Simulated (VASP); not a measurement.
InSb:

```xyz
2
Lattice="0.0000 3.0735 3.0735 3.0735 0.0000 3.0735 3.0735 3.0735 0.0000" Properties=species:S:1:pos:R:3 pbc="T T T"
In    0.0000    0.0000    0.0000
Sb    3.0735    3.0735    3.0735
```

Measurements of this composition are mostly on another form, of space group No. 216.

- Program: VASP 6.6.1
- Task: relaxation of cell and atoms
- Functional: r2SCAN
- Potentials or basis: VASP PAW PBE potentials, release 64 (In_d, Sb)
- Cutoff: 600 eV
- k mesh: 12 × 12 × 12
- Occupations: gaussian, width 0.1 eV
- Spin: no spin polarisation

At the start: pressure -1.4 GPa; volume 29.03 Å³/atom.

**Question.** Where does the relaxation end?

**Answer.** Over 3 steps the energy falls by 3.4 meV/atom and the volume is 28.26 Å³/atom (-2.7 %); space group Fm-3m (No. 225, to 0.05 Å).

Step by step:
```csv
step,energy change (eV),largest force (eV/Å),pressure (GPa),volume (Å³)
1,0.0000,0.0000,-1.37,58.07
2,-0.0060,0.0000,0.52,56.00
3,-0.0068,0.0000,0.00,56.52
```

Final structure:
```
In Sb
1.0
     0.00000    3.04594    3.04594
     3.04594    0.00000    3.04594
     3.04594    3.04594    0.00000
In Sb
1 1
Direct
  0.00000 0.00000 0.00000
  0.50000 0.50000 0.50000
```

Caveat: the PAW data sets were made with another functional, which shifts forces and pressure a little.
